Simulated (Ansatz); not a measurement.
Runs of Ansatz 0.2.0 on Sb. Symmetry: Pm-3m, No. 221, cubic system. Conventional cell: a = 3.160 Å, b = 3.160 Å, c = 3.160 Å, α = 90.00°, β = 90.00°, γ = 90.00°. Sb (site symmetry m-3m) has 6 Sb at 3.16 Å as nearest neighbours. This isn't the form of Sb at room conditions, which is rhombohedral.

| task | level | potentials or basis | spin | cell | k mesh | cutoff (eV) | smearing | other keys | mesh quality | gap on the mesh (eV) | pressure (GPa) |
| --- | --- | --- | --- | --- | --- | --- | --- | --- | --- | --- | --- |
| density of states | PBE0+D4 | Ansatz NC | off | volume scaled by 1.25 | 4 × 4 × 4 | 1088 | fermi-dirac 0.1 eV | - | coarse | none | -10.7 |
| projected density of states | HSE06 | Ansatz PAW polarizable | off | as given | 4 × 4 × 4 | 420 | cold 0.05 eV | - | coarse | none | (a) |
| density of states | PBE | Ansatz PAW | off | as given | 8 × 8 × 8 | 420 | methfessel-paxton 0.1 eV | - | not flagged | none | -2.3 |
| atomic charges | r2SCAN0 | SPMS NC | collinear, ferromagnetic start | volume scaled by 1.25 | 4 × 4 × 4 | 653 | gaussian 0.02 eV | - | coarse | none | (b) |
| single point | r2SCAN+D3(BJ) | Ansatz PAW | SOC, no magnetisation | volume scaled by 1.08 | 8 × 8 × 8 | 500 | tetrahedron uncorrected | accuracy = medium; scf.mixing.preconditioner = local_kerker; … | not flagged | none | -6.4 |

Problem. Estimate the missing entries.

Solution. (a) -5.4; (b) -10.6.

Caveats: some runs use coarse meshes; the thresholds are loose for stress (some runs); the potentials were made for another functional, which shifts forces and pressure (some runs); pairwise dispersion overbinds metals, which lowers pressure and volume (some runs); the PAW data sets come from PBE, with cores solved anew for the run's functional, which leaves a small shift of forces and pressure (some runs); the meta-GGA runs on potentials made for a GGA (some runs); the dispersion damping was fitted for another functional or another form of the correction (some runs).

A k mesh can miss the band edges, and rows without SOC leave out spin-orbit coupling on Sb.

A gap of «none» marks a metal or a gap under the smearing width.
